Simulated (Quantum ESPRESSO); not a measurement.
# TePb (Fm-3m) in Quantum ESPRESSO: notebook, part 2 of 3

Quantum ESPRESSO 7.5.

### Step 3. Phonons, PBE

Input file pw.in:

```
&CONTROL
  calculation = 'scf'
  prefix = 'pwscf'
  outdir = './tmp'
  pseudo_dir = './pseudo'
  tprnfor = .true.
  tstress = .true.
  disk_io = 'low'
/
&SYSTEM
  ibrav = 0
  A = 4.56932402
  nat = 2
  ntyp = 2
  ecutwfc = 45
  ecutrho = 360
  nbnd = 16
  occupations = 'smearing'
  smearing = 'fd'
  degauss = 0.00367493
/
&ELECTRONS
  conv_thr = 4d-10
  electron_maxstep = 120
  mixing_beta = 0.5
/
ATOMIC_SPECIES
Pb   207.2000 pb_pbe_v1.uspp.F.UPF
Te   127.6000 te_pbe_v1.uspp.F.UPF
CELL_PARAMETERS alat
   0.0000000000    0.7071067812    0.7071067812
   0.7071067812    0.0000000000    0.7071067812
   0.7071067812    0.7071067812    0.0000000000
ATOMIC_POSITIONS alat
Pb     0.0000000000    0.0000000000    0.0000000000
Te     0.7071067812    0.7071067812    0.7071067812
K_POINTS automatic
6 6 6 1 1 1
```

Input file relax.in:

```
&CONTROL
  calculation = 'vc-relax'
  prefix = 'pwscf'
  outdir = './tmp'
  pseudo_dir = './pseudo'
  tprnfor = .true.
  tstress = .true.
  disk_io = 'low'
  nstep = 40
  forc_conv_thr = 0.0001
  etot_conv_thr = 1d-06
/
&SYSTEM
  ibrav = 0
  A = 4.56932402
  nat = 2
  ntyp = 2
  ecutwfc = 45
  ecutrho = 360
  nbnd = 16
  occupations = 'smearing'
  smearing = 'fd'
  degauss = 0.00367493
/
&ELECTRONS
  conv_thr = 4d-10
  electron_maxstep = 120
  mixing_beta = 0.5
/
&IONS
  ion_dynamics = 'bfgs'
/
&CELL
  cell_dynamics = 'bfgs'
  press = 0
  press_conv_thr = 0.2
/
ATOMIC_SPECIES
Pb   207.2000 pb_pbe_v1.uspp.F.UPF
Te   127.6000 te_pbe_v1.uspp.F.UPF
CELL_PARAMETERS alat
   0.0000000000    0.7071067812    0.7071067812
   0.7071067812    0.0000000000    0.7071067812
   0.7071067812    0.7071067812    0.0000000000
ATOMIC_POSITIONS alat
Pb     0.0000000000    0.0000000000    0.0000000000
Te     0.7071067812    0.7071067812    0.7071067812
K_POINTS automatic
6 6 6 1 1 1
```

Input file gamma.in:

```
&CONTROL
  calculation = 'bands'
  prefix = 'pwscf'
  outdir = './tmp'
  pseudo_dir = './pseudo'
  disk_io = 'low'
  verbosity = 'high'
/
&SYSTEM
  ibrav = 0
  A = 4.63887841
  nat = 2
  ntyp = 2
  ecutwfc = 45
  ecutrho = 360
  nbnd = 16
  occupations = 'smearing'
  smearing = 'fd'
  degauss = 0.00367493
/
&ELECTRONS
  conv_thr = 1d-08
  electron_maxstep = 120
  mixing_beta = 0.5
  diago_full_acc = .true.
  startingwfc = 'random'
/
ATOMIC_SPECIES
Pb   207.2000 pb_pbe_v1.uspp.F.UPF
Te   127.6000 te_pbe_v1.uspp.F.UPF
CELL_PARAMETERS alat
   0.0000000000    0.7071067813    0.7071067813
   0.7071067813    0.0000000000    0.7071067813
   0.7071067813    0.7071067813    0.0000000000
ATOMIC_POSITIONS alat
Pb     0.0000000000    0.0000000000    0.0000000000
Te     0.7071067813    0.7071067813    0.7071067813
K_POINTS crystal
1
0.0 0.0 0.0 1
```

Input file scf2.in:

```
&CONTROL
  calculation = 'scf'
  prefix = 'pwscf'
  outdir = './tmp'
  pseudo_dir = './pseudo'
  tprnfor = .true.
  tstress = .true.
  disk_io = 'low'
/
&SYSTEM
  ibrav = 0
  A = 4.63887841
  nat = 2
  ntyp = 2
  ecutwfc = 45
  ecutrho = 360
  nbnd = 16
  occupations = 'fixed'
/
&ELECTRONS
  conv_thr = 1d-13
  electron_maxstep = 120
  mixing_beta = 0.5
  startingpot = 'file'
/
ATOMIC_SPECIES
Pb   207.2000 pb_pbe_v1.uspp.F.UPF
Te   127.6000 te_pbe_v1.uspp.F.UPF
CELL_PARAMETERS alat
   0.0000000000    0.7071067813    0.7071067813
   0.7071067813    0.0000000000    0.7071067813
   0.7071067813    0.7071067813    0.0000000000
ATOMIC_POSITIONS alat
Pb     0.0000000000    0.0000000000    0.0000000000
Te     0.7071067813    0.7071067813    0.7071067813
K_POINTS automatic
6 6 6 1 1 1
```

Input file ph.in:

```
phonons of TePb
&INPUTPH
  prefix = 'pwscf'
  outdir = './tmp'
  tr2_ph = 1d-18
  fildyn = 'dyn'
  niter_ph = 90
  alpha_mix(1) = 0.7
  epsil = .true.
/
0.0000000000 0.0000000000 0.0000000000
```

Input file dynmat.in:

```
&INPUT
  fildyn = 'dyn'
  asr = 'crystal'
  lperm = .true.
  filout = 'dynmat.disp'
  fileig = 'dynmat.eig'
/
```

Input file dynmat_lo.in:

```
&INPUT
  fildyn = 'dyn'
  asr = 'crystal'
  filout = 'dynmat_lo.disp'
  fileig = 'dynmat_lo.eig'
  q(1) = 0
  q(2) = 0
  q(3) = 1
/
```

Potentials or basis: GBRV 1.5 PBE.

Command:

```console
$ OMP_NUM_THREADS=1 mpirun -n 4 pw.x -nk 4 -in pw.in > pw.out
$ OMP_NUM_THREADS=1 mpirun -n 4 pw.x -nk 4 -in relax.in > relax.out
$ OMP_NUM_THREADS=1 mpirun -n 4 pw.x -in gamma.in > gamma.out
$ OMP_NUM_THREADS=1 mpirun -n 4 pw.x -nk 4 -in scf2.in > scf2.out
$ OMP_NUM_THREADS=1 mpirun -n 4 ph.x -nk 4 -in ph.in > ph.out
$ OMP_NUM_THREADS=1 mpirun -n 1 dynmat.x -in dynmat.in > dynmat.out
$ OMP_NUM_THREADS=1 mpirun -n 1 dynmat.x -in dynmat_lo.in > dynmat_lo.out
```

pw.out:

```text
This program is part of the open-source Quantum ESPRESSO suite
     for quantum simulation of materials; please cite
[... 6 lines left out ...]
     using ibrav=0 with symmetry is DISCOURAGED, use correct ibrav instead

     K-points division:     npool     =       4
     Subspace diagonalization in iterative solution of the eigenvalue problem:
     a serial algorithm will be used

     G-vector sticks info
     --------------------
     sticks:   dense  smooth     PW     G-vecs:    dense   smooth      PW
     Sum        1843     925    283                52345    18499    3119

     Using Slab Decomposition

     bravais-lattice index     =            0
     lattice parameter (alat)  =       8.6348  a.u.
     unit-cell volume          =     455.2369 (a.u.)^3
     number of atoms/cell      =            2
     number of atomic types    =            2
     number of electrons       =        20.00
     number of Kohn-Sham states=           16
     kinetic-energy cutoff     =      45.0000  Ry
     charge density cutoff     =     360.0000  Ry
     scf convergence threshold =      4.0E-10
     mixing beta               =       0.5000
     number of iterations used =            8  plain     mixing
     Exchange-correlation= SLA  PW   PBE  PBE
                           (   1   4   3   4   0   0   0)

     celldm(1)=   8.634771  celldm(2)=   0.000000  celldm(3)=   0.000000
     celldm(4)=   0.000000  celldm(5)=   0.000000  celldm(6)=   0.000000

[... 8 lines left out ...]
               b(3) = (  0.707107  0.707107 -0.707107 )

     PseudoPot. # 1 for Pb read from file:
     pb_pbe_v1.uspp.F.UPF
     Pseudo is Ultrasoft + core correction, Zval = 14.0
     Generated by new atomic code, or converted to UPF format
     Using radial grid of  899 points,  6 beta functions with:
                l(1) =   0
                l(2) =   0
                l(3) =   1
                l(4) =   1
                l(5) =   2
                l(6) =   2
     Q(r) pseudized with  6 coefficients,  rinner =    1.000   1.000   1.000
                                                       1.000   1.000

     PseudoPot. # 2 for Te read from file:
     te_pbe_v1.uspp.F.UPF
     Pseudo is Ultrasoft + core correction, Zval =  6.0
[... 24 lines left out ...]
        k(    1) = (   0.0589256   0.0589256   0.0589256), wk =   0.0185185
        k(    2) = (   0.1767767   0.1767767  -0.0589256), wk =   0.0555556
        k(    3) = (   0.2946278   0.2946278  -0.1767767), wk =   0.0555556
        k(    4) = (  -0.2946278  -0.2946278   0.4124790), wk =   0.0555556
        k(    5) = (  -0.1767767  -0.1767767   0.2946278), wk =   0.0555556
        k(    6) = (  -0.0589256  -0.0589256   0.1767767), wk =   0.0555556
[... 20 lines left out ...]
        k(   27) = (   0.2946278   0.2946278   0.2946278), wk =   0.0185185
        k(   28) = (  -0.2946278  -0.2946278   0.8838835), wk =   0.0555556

     Dense  grid:    52345 G-vectors     FFT dimensions: (  54,  54,  54)

     Smooth grid:    18499 G-vectors     FFT dimensions: (  40,  40,  40)

     Initial potential from superposition of free atoms

     starting charge      19.9974, renormalised to      20.0000

     negative rho (up, down):  1.582E-02 0.000E+00
     Starting wfcs are   13 randomized atomic wfcs +    3 random wfcs

     Self-consistent Calculation

     iteration #  1     ecut=    45.00 Ry     beta= 0.50
     Davidson diagonalization with overlap
     ethr =  1.00E-02,  avg # of iterations =  5.4

     Threshold (ethr) on eigenvalues was too large:
     Diagonalizing with lowered threshold

     Davidson diagonalization with overlap
     ethr =  1.71E-04,  avg # of iterations =  3.4

     negative rho (up, down):  1.523E-02 0.000E+00
[... 28 lines left out ...]
     total energy              =    -190.71518565 Ry
     estimated scf accuracy    <       0.00000575 Ry

     iteration #  5     ecut=    45.00 Ry     beta= 0.50
     Davidson diagonalization with overlap
     c_bands:  1 eigenvalues not converged
     ethr =  2.88E-08,  avg # of iterations = 13.4

     negative rho (up, down):  1.543E-02 0.000E+00

     total energy              =    -190.71521889 Ry
     estimated scf accuracy    <       0.00000162 Ry
[... 28 lines left out ...]
     iteration #  9     ecut=    45.00 Ry     beta= 0.50
     Davidson diagonalization with overlap
     ethr =  6.86E-12,  avg # of iterations =  3.0

     negative rho (up, down):  1.554E-02 0.000E+00

     End of self-consistent calculation

          k = 0.0589 0.0589 0.0589 (  2307 PWs)   bands (ev):

    -9.2608  -9.2608  -9.2513  -9.2505  -9.2505  -4.4930   1.6628   6.1444
     6.1444   6.2429  11.2076  11.3086  11.3086  13.1586  13.3687  13.3687
[... 73 lines left out ...]
    -9.3177  -9.2601  -9.2503  -9.2268  -9.2263  -2.8970   0.0543   3.1337
     4.7511   4.7881  10.8845  12.6668  12.7309  13.8710  15.8316  17.8585

          k =-0.5303 0.1768-0.0589 (  2328 PWs)   bands (ev):

    -9.3017  -9.2568  -9.2548  -9.2329  -9.2297  -3.0921  -0.2374   4.1269
     4.6346   5.7531  10.7187  11.5427  12.2360  12.7879  15.8338  16.8008

          k =-0.4125 0.0589 0.0589 (  2324 PWs)   bands (ev):
[... 51 lines left out ...]
    -9.2820  -9.2695  -9.2461  -9.2370  -9.2335  -3.0190  -0.9373   4.8868
     6.1036   6.5199   9.2672   9.4293  11.0687  14.7924  15.5578  15.8410

     the Fermi energy is     7.9000 ev

!    total energy              =    -190.71521890 Ry
     estimated scf accuracy    <          1.2E-10 Ry
     smearing contrib. (-TS)   =      -0.00000007 Ry
     internal energy E=F+TS    =    -190.71521883 Ry

     The total energy is F=E-TS. E is the sum of the following terms:
     one-electron contribution =     -45.93562211 Ry
     hartree contribution      =      35.15804560 Ry
     xc contribution           =     -77.83943224 Ry
     ewald contribution        =    -102.09821009 Ry

     convergence has been achieved in   9 iterations

     negative rho (up, down):  1.554E-02 0.000E+00

     Forces acting on atoms (cartesian axes, Ry/au):

     atom    1 type  1   force =    -0.00000000   -0.00000000    0.00000000
     atom    2 type  2   force =    -0.00000000   -0.00000000   -0.00000000

     Total force =     0.000000     Total SCF correction =     0.000000

     Computing stress (Cartesian axis) and pressure

     negative rho (up, down):  1.554E-02 0.000E+00
          total   stress  (Ry/bohr**3)                   (kbar)     P=       19.44
   0.00013212  -0.00000000  -0.00000000           19.44       -0.00       -0.00
  -0.00000000   0.00013212  -0.00000000           -0.00       19.44       -0.00
  -0.00000000  -0.00000000   0.00013212           -0.00       -0.00       19.44

=------------------------------------------------------------------------------=
   JOB DONE.
=------------------------------------------------------------------------------=
```

relax.out:

```text
This program is part of the open-source Quantum ESPRESSO suite
     for quantum simulation of materials; please cite
[... 6 lines left out ...]
     using ibrav=0 with symmetry is DISCOURAGED, use correct ibrav instead

     K-points division:     npool     =       4
[... 2132 lines left out ...]
  -0.00000026   0.00000000   0.00000000           -0.04        0.00        0.00
   0.00000000  -0.00000026   0.00000000            0.00       -0.04        0.00
   0.00000000   0.00000000  -0.00000026            0.00        0.00       -0.04

=------------------------------------------------------------------------------=
   JOB DONE.
=------------------------------------------------------------------------------=
```

gamma.out:

```text
This program is part of the open-source Quantum ESPRESSO suite
     for quantum simulation of materials; please cite
         "P. Giannozzi et al., J. Phys.:Condens. Matter 21 395502 (2009);
         "P. Giannozzi et al., J. Phys.:Condens. Matter 29 465901 (2017);
         "P. Giannozzi et al., J. Chem. Phys. 152 154105 (2020);
     in publications or presentations arising from this work. More details at
[... 597 lines left out ...]

    -9.8460  -9.8460  -9.8407  -9.8407  -9.8407  -4.8399   1.1002   5.6435
     5.6435   5.6435  10.9106  10.9106  10.9106  12.6768  12.6768  12.6768

=------------------------------------------------------------------------------=
   JOB DONE.
=------------------------------------------------------------------------------=
```

It took 3.5 min on 4 MPI ranks of Arm Neoverse V2, shared host; peak memory 0.64 GiB.

What came out:

```yaml
Free_energy: -2594.8317 eV
Relaxed_volume: 35.29 Å³/atom
Relaxed_cell: a = 4.639 Å, b = 4.639 Å, c = 4.639 Å, α = 60.00°, β = 60.00°, γ = 60.00°
Space_group_after_relaxing_to_0.05_Å: Fm-3m (No. 225)
Pressure_after_relaxing: 0.0 GPa
Electronic_dielectric_tensor_diagonal: 27.06
Born_charges_mean_of_the_diagonal: Pb +5.75; Te -5.74 e
Highest_phonon_frequency_at_Γ_LO-TO_splitting_left_out: 25 cm⁻¹
Static_dielectric_tensor_diagonal: 490.08
```

Step by step:
```tsv
step	energy change (eV)	largest force (eV/Å)	pressure (GPa)	volume (Å³)
1	0.0000	0.0000	1.94	67.46
2	-0.0072	0.0000	1.48	68.13
3	-0.0129	0.0000	1.00	68.87
4	-0.0176	0.0000	0.33	70.00
5	-0.0182	0.0000	0.01	70.56
6	-0.0182	0.0000	0.00	70.59
```

Final structure:
```yaml
crystal:
  lattice:
    - [0.00000, 3.28018, 3.28018]
    - [3.28018, 0.00000, 3.28018]
    - [3.28018, 3.28018, 0.00000]
  atoms:
    - { symbol: Pb, position: [0.00000, 0.00000, 0.00000] }
    - { symbol: Te, position: [0.50000, 0.50000, 0.50000] }
```

Levels at points of the mesh, in eV from the valence-band top:
```csv
k point,band 6,band 7,band 8,band 9,band 10,band 11,band 12,band 13,band 14,band 15
"(0.08, 0.08, 0.08)",-11.48,-5.76,-1.03,-1.03,-0.96,3.82,3.92,3.92,5.92,6.12
```

Phonon frequencies in cm⁻¹ (negative: imaginary):
| q point | frequencies |
| --- | --- |
| (0.000, 0.000, 0.000) | -1 -1 -1 25 25 25 |

Electronic dielectric tensor:
```
27.06  0.00  0.00
 0.00 27.06  0.00
 0.00  0.00 27.06
```

Born effective charge tensors (e):
atom 1, Pb
```
5.75 0.00 0.00
0.00 5.75 0.00
0.00 0.00 5.75
```
atom 2, Te
```
-5.74  0.00  0.00
 0.00 -5.74  0.00
 0.00  0.00 -5.74
```

Optical modes at Γ, degenerate ones joined, polar ones without the macroscopic field:
```csv
cm⁻¹,components,symmetry,active in,"IR intensity, summed ((D/Å)²/amu)"
25,3,T1u,IR,28.91
```

Zone-centre frequencies without and with the macroscopic field along z (cm⁻¹):
```csv
,optical modes in rising order
without,25 25 25
with the field,25 25 107
```

Static dielectric tensor, electrons and zone-centre modes:
```
490.08   0.00   0.00
  0.00 490.08   0.00
  0.00   0.00 490.08
```

The run has no spin-orbit coupling, so splittings on Pb, Te are missing.

(Part 2 of 3 ends here.)
